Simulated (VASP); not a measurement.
# CdTe (F-43m) in VASP: notebook, part 2 of 2

VASP 6.6.1. Earlier steps stand in the parts before.

## (3) Single point, PBE (volume scaled by 0.97)

File INCAR:

```
  ALGO = Normal
  EDIFF = 1E-6
  ENCUT = 520
  GGA = PE
  ISIF = 2
  ISMEAR = 0
  LASPH = T
  LCHARG = F
  LREAL = F
  LWAVE = F
  NBANDS = 16
  NELM = 100
  PREC = Accurate
  SIGMA = 0.02
```

File KPOINTS:

```
k-points
0
Gamma
  10 10 10
```

File POSCAR:

```
CdTe
1.0
    0.0000000000      3.2752632810      3.2752632810
    3.2752632810      0.0000000000      3.2752632810
    3.2752632810      3.2752632810      0.0000000000
Cd Te
1 1
Direct
    0.0000000000      0.0000000000      0.0000000000
    0.2500000000      0.2500000000      0.2500000000
```

Potentials or basis: VASP PAW PBE potentials, release 64 (Cd, Te).

The run is started by

```console
$ cat potpaw_PBE.64/Cd/POTCAR potpaw_PBE.64/Te/POTCAR > POTCAR
$ mpirun -np 1 vasp_std > vasp.out
```

OUTCAR:

```text
EDIFF = 1E-6
   ENCUT = 520
   GGA = PE
   ISIF = 2
   ISMEAR = 0
   LASPH = T
   LREAL = F
   NELM = 100
   PREC = Accurate

 ion  position               nearest neighbor table
   1  0.000  0.000  0.000-   2 2.84   2 2.84   2 2.84   2 2.84
   2  0.250  0.250  0.250-   1 2.84   1 2.84   1 2.84   1 2.84

  LATTYP: Found a face centered cubic cell.
 ALAT       =     6.5505265620

  Lattice vectors:

 A1 = (   0.0000000000,   3.2752632810,   3.2752632810)
 A2 = (   3.2752632810,   0.0000000000,   3.2752632810)
 A3 = (   3.2752632810,   3.2752632810,   0.0000000000)

Analysis of symmetry for initial positions (statically):
=====================================================================
 Subroutine PRICEL returns:
 Original cell was already a primitive cell.

 Routine SETGRP: Setting up the symmetry group for a
 face centered cubic supercell.

 Subroutine GETGRP returns: Found 24 space group operations
 (whereof 24 operations were pure point group operations)
 out of a pool of 48 trial point group operations.

[... 155 lines left out ...]
  ---------------------------------------------------
  ext. energy  EPLUGINS =         0.00000000
  ---------------------------------------------------
  free energy    TOTEN  =        -4.80345017 eV

  energy without entropy =       -4.80345017  energy(sigma->0) =       -4.80345017

 E-fermi :   2.1805     XC(G=0):  -8.4439

 val. band max:        2.0601382402   @ k =   0.0000   0.0000   0.0000
 cond. band min:       2.7351653154   @ k =   0.0000   0.0000   0.0000
 fundamental gap:      0.6750270752
 Fermi energy:         2.1805172902

 k-point     1 :       0.0000    0.0000    0.0000
  band No.  band energies     occupation
      1      -8.9352      2.00000
      2      -6.1191      2.00000
      3      -6.1191      2.00000
      4      -6.1191      2.00000
      5      -5.8816      2.00000
      6      -5.8816      2.00000
[... 433 lines left out ...]
      3      -6.0073      2.00000
      4      -5.9492      2.00000
      5      -5.8607      2.00000
      6      -5.6340      2.00000
[... 8 lines left out ...]
     15      12.4981      0.00000
     16      13.6225      0.00000

 [... further k-points ...]
[... 5 lines left out ...]
  --------------------------------------------------------------------------------------
  -------------------------------------------------------------------------------------
  Total        0.5677972      0.5677972      0.5677972      0.0000000      0.0000000      0.0000000
  in kB       12.9459876     12.9459876     12.9459876      0.0000000      0.0000000      0.0000000
  external PRESSURE =      12.9459876 kB  Pullay stress =       0.0000000 kB

 VOLUME and BASIS-vectors are now :
 -----------------------------------------------------------------------------
  energy-cutoff  :      520.00
  volume of cell :       70.27
      direct lattice vectors                 reciprocal lattice vectors
     0.000000000  3.275263281  3.275263281    -0.152659483  0.152659483  0.152659483
     3.275263281  0.000000000  3.275263281     0.152659483 -0.152659483  0.152659483
     3.275263281  3.275263281  0.000000000     0.152659483  0.152659483 -0.152659483

 POSITION                                       TOTAL-FORCE (eV/Angst)
 -----------------------------------------------------------------------------------
      0.00000      0.00000      0.00000         0.000000      0.000000      0.000000
      1.63763      1.63763      1.63763        -0.000000     -0.000000     -0.000000
 -----------------------------------------------------------------------------------
    total drift:                               -0.000000     -0.000000     -0.000000

  FREE ENERGIE OF THE ION-ELECTRON SYSTEM (eV)
  ---------------------------------------------------
  free  energy   TOTEN  =        -4.8034501738 eV

  energy  without entropy=       -4.8034501738  energy(sigma->0) =       -4.80345017
```

Wall time 34 s (1 thread of AMD EPYC 7R13 (Zen 3), shared host); peak memory 0.2 GiB.

Results:

```yaml
Free_energy: -4.8035 eV
Pressure: 1.3 GPa
Band_gap_on_the_k_mesh: 0.68 eV, direct
```

Levels at points of the mesh, in eV from the valence-band top:
| k point | band 6 | band 7 | band 8 | band 9 | band 10 | band 11 | band 12 | band 13 |
| --- | --- | --- | --- | --- | --- | --- | --- | --- |
| (0.00, 0.00, 0.00) | -7.94 | 0.00 | 0.00 | 0.00 | 0.68 | 4.62 | 4.62 | 4.62 |
| (0.50, 0.00, 0.00) | -7.61 | -4.24 | -0.73 | -0.73 | 1.79 | 5.20 | 5.20 | 7.05 |
| (0.50, 0.50, 0.00) | -7.49 | -4.15 | -1.76 | -1.76 | 2.67 | 2.68 | 8.67 | 8.97 |

Caveat: the cell differs from its parent crystal (volume scaled by 0.97); spin-orbit coupling is left out, which moves the levels of the heavy elements.

## (4) Single point, PBE

This run uses another cell than the first one, of 36.22 Å³/atom, 1.064 times its volume.

File INCAR:

```
PREC     = Accurate       # precision mode
ENCUT    = 520            # plane-wave cutoff, eV
EDIFF    = 1E-6           # SCF threshold, eV
ISMEAR   = 0              # smearing method
SIGMA    = 0.02           # smearing width, eV
LREAL    = F              # projectors in reciprocal space
LASPH    = T              # aspherical terms in the spheres
NELM     = 100            # most SCF steps
ALGO     = Normal         # electronic algorithm
ISIF     = 2              # what is computed and relaxed
LWAVE    = F              # write WAVECAR
LCHARG   = T              # write CHGCAR
GGA      = PE             # functional
LELF     = T              # ELF
LVHAR    = T            
NBANDS   = 16             # bands
```

File KPOINTS:

```
Automatic mesh
0
Gamma
  10 10 10
```

File POSCAR:

```
CdTe
1.0
    0.0000000000      3.3086866433      3.3086866433
    3.3086866433      0.0000000000      3.3086866433
    3.3086866433      3.3086866433      0.0000000000
Cd Te
1 1
Direct
    0.0000000000      0.0000000000      0.0000000000
    0.2500000000      0.2500000000      0.2500000000
```

The run is started by

```console
$ cat potpaw_PBE.64/Cd/POTCAR potpaw_PBE.64/Te/POTCAR > POTCAR
$ mpirun -np 1 vasp_std > vasp.out
```

It took 36 s on 1 thread of AMD EPYC 7R13 (Zen 3), shared host; peak memory 0.2 GiB.

It converged, with:

* Free energy: -4.8128 eV
* Pressure: 0.1 GPa
* Band gap on the k mesh: 0.58 eV, direct

Levels at points of the mesh, in eV from the valence-band top:
| k point | band 5 | band 6 | band 7 | band 8 | band 9 | band 10 | band 11 | band 12 | band 13 | band 14 |
| --- | --- | --- | --- | --- | --- | --- | --- | --- | --- | --- |
| (0.00, 0.00, 0.00) | -7.87 | -7.87 | 0.00 | 0.00 | 0.00 | 0.58 | 4.64 | 4.64 | 4.64 | 7.38 |
| (0.50, 0.00, 0.00) | -7.86 | -7.57 | -4.08 | -0.69 | -0.69 | 1.76 | 5.21 | 5.21 | 7.01 | 8.44 |
| (0.50, 0.50, 0.00) | -7.85 | -7.45 | -4.01 | -1.66 | -1.66 | 2.67 | 2.74 | 8.51 | 8.81 | 8.81 |

Caveat: spin-orbit coupling is left out, which moves the levels of the heavy elements.

## (5) Single point, PBE (volume scaled by 1.03)

File INCAR:

```
PREC = Accurate ; ENCUT = 520
EDIFF = 1E-6 ; ISMEAR = 0
SIGMA = 0.02 ; LREAL = False
LASPH = True ; NELM = 60
ALGO = Normal ; ISIF = 2
LWAVE = False ; LCHARG = False
GGA = PE ; NBANDS = 16
```

KPOINTS is that of step 4.

File POSCAR:

```
CdTe
1.0
    0.0000000000      3.3414480476      3.3414480476
    3.3414480476      0.0000000000      3.3414480476
    3.3414480476      3.3414480476      0.0000000000
Cd Te
1 1
Direct
    0.0000000000      0.0000000000      0.0000000000
    0.2500000000      0.2500000000      0.2500000000
```

The run is started by

```console
$ cat potpaw_PBE.64/Cd/POTCAR potpaw_PBE.64/Te/POTCAR > POTCAR
$ mpirun -np 1 vasp_std > vasp.out
```

It took 44 s on 1 thread of AMD EPYC 7R13 (Zen 3), shared host; peak memory 0.2 GiB.

It converged, with:

* Free energy: -4.8075 eV
* Pressure: -0.9 GPa
* Band gap on the k mesh: 0.50 eV, direct

Levels at points of the mesh, in eV from the valence-band top:
| k point | band 7 | band 8 | band 9 | band 10 | band 11 | band 12 |
| --- | --- | --- | --- | --- | --- | --- |
| (0.00, 0.00, 0.00) | 0.00 | 0.00 | 0.00 | 0.50 | 4.65 | 4.65 |
| (0.50, 0.00, 0.00) | -3.93 | -0.65 | -0.65 | 1.72 | 5.21 | 5.21 |
| (0.50, 0.50, 0.00) | -3.88 | -1.57 | -1.57 | 2.66 | 2.80 | 8.37 |

Caveat: the cell differs from its parent crystal (volume scaled by 1.03); spin-orbit coupling is left out, which moves the levels of the heavy elements.

## (6) Single point, PBE (volume scaled by 1.06)

File INCAR:

```
SYSTEM = CdTe
  PREC = Accurate
  ENCUT = 520
  EDIFF = 1E-6
  ISMEAR = 0
  SIGMA = 0.02
  LREAL = .False.
  LASPH = .True.
  NELM = 100
  ALGO = Normal
  ISIF = 2
  LWAVE = .False.
  LCHARG = .False.
  GGA = PE
  NBANDS = 16
```

File KPOINTS:

```
regular mesh
0
Gamma
  10 10 10
  0 0 0
```

File POSCAR:

```
CdTe
1.0
    0.0000000000      3.3735793269      3.3735793269
    3.3735793269      0.0000000000      3.3735793269
    3.3735793269      3.3735793269      0.0000000000
Cd Te
1 1
Direct
    0.0000000000      0.0000000000      0.0000000000
    0.2500000000      0.2500000000      0.2500000000
```

Potentials or basis: VASP PAW PBE potentials, release 64 (Cd, Te).

The run is started by

```console
$ cat potpaw_PBE.64/Cd/POTCAR potpaw_PBE.64/Te/POTCAR > POTCAR
$ mpirun -np 1 vasp_std > vasp.out
```

It took 44 s on 1 thread of AMD EPYC 7R13 (Zen 3), shared host; peak memory 0.2 GiB.

Results (log left out):

| Item | Value |
| --- | --- |
| Free energy | -4.7901 eV |
| Pressure | -1.7 GPa |
| Band gap on the k mesh | 0.42 eV, direct |

Levels at points of the mesh, in eV from the valence-band top:
```csv
k point,band 7,band 8,band 9,band 10,band 11,band 12
"(0.00, 0.00, 0.00)",0.00,0.00,0.00,0.42,4.66,4.66
"(0.50, 0.00, 0.00)",-3.79,-0.61,-0.61,1.69,5.21,5.21
"(0.50, 0.50, 0.00)",-3.76,-1.49,-1.49,2.65,2.85,8.23
```

Caveat: the cell differs from its parent crystal (volume scaled by 1.06); spin-orbit coupling is left out, which moves the levels of the heavy elements.

## (7) Summary

```tsv
cell	gap on the mesh (eV)	pressure (GPa)
a = 4.584 Å, angles 60.0°, 2 atoms	0.77	2.7
a = 4.632 Å, angles 60.0°, 2 atoms	0.68	1.3
a = 4.679 Å, angles 60.0°, 2 atoms	0.58	0.1
a = 4.726 Å, angles 60.0°, 2 atoms	0.50	-0.9
a = 4.771 Å, angles 60.0°, 2 atoms	0.42	-1.7
```

Alike in all rows: task single point; level PBE; potentials or basis VASP PAW PBE potentials, release 64 (Cd, Te); no spin polarisation; k mesh 10 × 10 × 10; cutoff (eV) 520; smearing gaussian 0.02 eV.

Caveats: spin-orbit coupling is left out, which moves the levels of the heavy elements.

Total energies depend on the potentials used, so only differences within one code and one set of settings carry meaning.

## (8) Against experiment

Step 4. Measured gap of CdTe: 1.607 eV (0 K; a printed reference work, data compilation). This calculation gives 0.58 eV (-1.02 eV). So large a miss can be the level of theory's own, or it may mean another phase, state or a wrong row. Spin-orbit coupling on Cd, Te is left out. The value is that of PBE, without temperature or zero-point motion. Semilocal functionals fall short of measured gaps as a rule.
